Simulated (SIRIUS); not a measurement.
## CsSnBr3 under changes of volume

One of the cells (39.815 Å³/atom); the others are scaled copies at fixed shape and fractional positions:

```
Cs Sn Br
1.0
     5.83901    0.00000    0.00000
     0.00000    5.83901    0.00000
     0.00000    0.00000    5.83901
Cs Sn Br
1 1 3
Direct
  0.00000 0.00000 0.00000
  0.50000 0.50000 0.50000
  0.00000 0.50000 0.50000
  0.50000 0.50000 0.00000
  0.50000 0.00000 0.50000
```

The cell is a database's computed one.

```yaml
Program: SIRIUS 7.12.0
Functional: PBEsol
Potentials_or_basis: all-electron FP-LAPW
Cutoff: 170 eV
Basis: apw+lo standard
k_mesh: 5 × 5 × 5
Occupations: fermi-dirac, width 0.05 eV
Spin: no spin polarisation
```

| volume (Å³/atom) | energy over the lowest point (meV/atom) | gap on the mesh (eV) |
| --- | --- | --- |
| 37.426 | ? | ? |
| 38.222 | 0.00 | 1.76 |
| 39.019 | 1.47 | 1.80 |
| 39.815 | 5.01 | 1.83 |
| 40.611 | 10.40 | 1.87 |
| 41.408 | 17.31 | 1.90 |
| 42.204 | 25.73 | 1.93 |

Q: What does the run at 37.426 Å³/atom give?

A: Energy over the lowest point 0.71 meV/atom; gap on the mesh 1.73 eV.

Worked out: A Birch-Murnaghan fit of order 3 (a polynomial in V^(-2/3)) to the other rows has its minimum at 38.10 Å³/atom, just outside them, with B0 = V·E''(V) = 23 GPa and B' = 4.9. It gives 0.84 meV/atom at 37.426 Å³/atom, against the run's 0.71. A straight line through the other rows of the gap, of slope 1.72 eV per unit of ln V (its deformation potential), extrapolates to 1.73 eV, against the run's 1.73.

Energies are extrapolated to zero smearing.

Caveats: spin-orbit coupling is left out, which moves the levels of the heavy elements; an odd mesh through Γ misses points on the zone boundary, where band edges often lie.
